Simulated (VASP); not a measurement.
# Hf: single point with PBEsol

Crystal: Hf.

```xyz
3
Lattice="4.9623 0.0000 0.0000 -2.4812 4.2975 0.0000 0.0000 0.0000 3.0068" Properties=species:S:1:pos:R:3 pbc="T T T"
Hf    1.6540    0.0000    1.0023
Hf   -0.8270    1.4324    2.0045
Hf    1.6541    2.8651    0.0000
```

The cell was built by a generator and needn't be a form met in nature.

* Program: VASP 6.6.1
* Task: single point
* Functional: PBEsol
* Potentials or basis: VASP PAW PBE potentials, release 64 (Hf_pv)
* Cutoff: 520 eV
* k mesh: 6 × 6 × 4
* Occupations: gaussian, width 0.1 eV
* Spin: no spin polarisation
* Dipole correction: no
* Further INCAR settings: ALGO = Fast; EDIFF = 1e-07; NBANDS = 22

```json
{"Pressure": "-0.2 GPa", "Band gap on the k mesh": "none (metal or under the smearing width)"}
```

Levels at points of the mesh, in eV from the Fermi level:
```tsv
k point	band 12	band 13	band 14	band 15	band 16	band 17	band 18	band 19
(0.00, 0.00, 0.00)	-1.62	-0.53	-0.53	-0.53	-0.53	1.48	1.60	1.60
(0.50, 0.00, 0.00)	-3.51	-0.58	0.02	0.02	0.26	0.26	1.25	3.67
(0.00, 0.00, 0.50)	-2.37	-2.37	-0.67	-0.67	-0.67	-0.67	5.02	5.02
(0.50, 0.00, 0.50)	-1.71	-1.30	-1.30	-0.56	0.48	0.48	1.35	3.63
```

Run time: 16 s on 1 thread of Intel(R) Xeon(R) 6975P-C (Granite Rapids), with other jobs on the host, peak memory 0.19 GiB.

Caveat: the k mesh is coarse (spacing up to 0.52 Å⁻¹), so the values aren't converged; the PAW data sets were made with another functional, which shifts forces and pressure a little. The run has no spin-orbit coupling, so splittings on Hf are missing.
